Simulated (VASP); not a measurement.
# Zn: equation of state with PBEsol

Crystal: Zn.

```
Zn
1.0
     0.00000    1.96478    1.96478
     1.96478    0.00000    1.96478
     1.96478    1.96478    0.00000
Zn
1
Direct
  0.00000 0.00000 0.00000
```

This isn't the form of Zn at room conditions, which is hcp.

- Program: VASP 6.6.1
- Task: equation of state
- Functional: PBEsol
- Potentials or basis: VASP PAW PBE potentials, release 64 (Zn)
- Cutoff: 520 eV
- k mesh: 12 × 12 × 12
- Occupations: fermi-dirac, width 0.05 eV
- Spin: no spin polarisation
- Ladder: free
- Further INCAR settings: ALGO = Normal; EDIFF = 1e-07; NBANDS = 12

* Equilibrium volume: 14.18 Å³/atom (rough: see the caveat)
* Bulk modulus: 86 GPa (rough)

Energy against volume, from the lowest point:
```tsv
volume (Å³/atom)	energy (meV/atom)
14.259	0.00
14.563	2.53
14.866	7.96
15.169	15.97
15.473	26.22
15.776	38.42
16.080	52.31
```

All runs of the series together: 52 s on 1 thread of Intel(R) Xeon(R) 6975P-C (Granite Rapids), on a shared host.

Caveat: the minimum lies outside the volumes run; the PAW data sets were made with another functional, which shifts forces and pressure a little.
